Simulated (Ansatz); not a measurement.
# CuO: the cost of one run

Computed with Ansatz 0.2.0 (DFT PBE+U (U_eff = 3 eV on Cu d), plane waves, PAW, unless a step's input says otherwise).

1 further run of the same task is left out (it didn't finish).

### Step 1. The structure to begin with

The structure is monoclinic, space group Cc (No. 9). The conventional cell has a = 4.689 Å, b = 3.427 Å, c = 5.132 Å, α = 90.00°, β = 99.65°, γ = 90.00°. Cu (site symmetry 1) is surrounded by 4 O at 1.91 to 2.02 Å. Around O (site symmetry 1) lie 4 Cu at 1.91 to 2.02 Å.

As a file:

```cif
data_structure
_symmetry_space_group_name_H-M 'Cc'
_symmetry_Int_Tables_number 9
_cell_length_a 4.6893
_cell_length_b 3.4268
_cell_length_c 5.1321
_cell_angle_alpha 90.000
_cell_angle_beta 99.653
_cell_angle_gamma 90.000
_cell_volume 81.30
loop_
_atom_site_label
_atom_site_type_symbol
_atom_site_symmetry_multiplicity
_atom_site_Wyckoff_symbol
_atom_site_fract_x
_atom_site_fract_y
_atom_site_fract_z
_atom_site_occupancy
Cu1 Cu 4 a 0.25000 0.24680 0.00000 1
O1 O 4 a 0.48850 0.91710 0.25370 1
```

### Step 2. Ferromagnetic start, free, symmetry kept, no search

File input.yaml:

```yaml
crystal:
  lattice:
    - [2.34464976, -1.71339982, 0.0]
    - [2.34464976, 1.71339982, 0.0]
    - [-0.86054991, 0.0, 5.05943948]
  atoms:
    - { symbol: Cu, position: [0.0032, 0.4968, 0.0], spin: 1.0 }
    - { symbol: Cu, position: [0.4968, 0.0032, 0.5], spin: 1.0 }
    - { symbol: O, position: [0.5714, 0.4056, 0.2537] }
    - { symbol: O, position: [0.4056, 0.5714, 0.7537] }
basis:
  ecutwfc: 420
  ecutrho_ratio: 4
kpoints:
  mp_grid: { grid: [7, 7, 4] }
hamiltonian:
  xc: pbe
  hubbard:
    sites: [{ site: 0, l: d, u_eff: 3.0 }, { site: 1, l: d, u_eff: 3.0 }]
scf:
  occupations: { method: gaussian, width: 0.05 }
  lower_state_search: "off"
  max_iter: 150
output:
  forces: true
  stress: true
  eigenvalues: true
  populations: true
  hubbard: { sites: [{ site: 0, l: d }, { site: 1, l: d }] }
magnetization:
  spin_polarized: true
```

Launch:

```
$ ansatz run input.yaml --threads 2 --pin off --max-ram 3072MiB --backend cpu --events-out ev --progress --plain --runs-dir out
```

What time and memory should one allow on 2 threads of Arm Neoverse V1, shared host?

About 18 s, with a peak of 0.42 GiB.
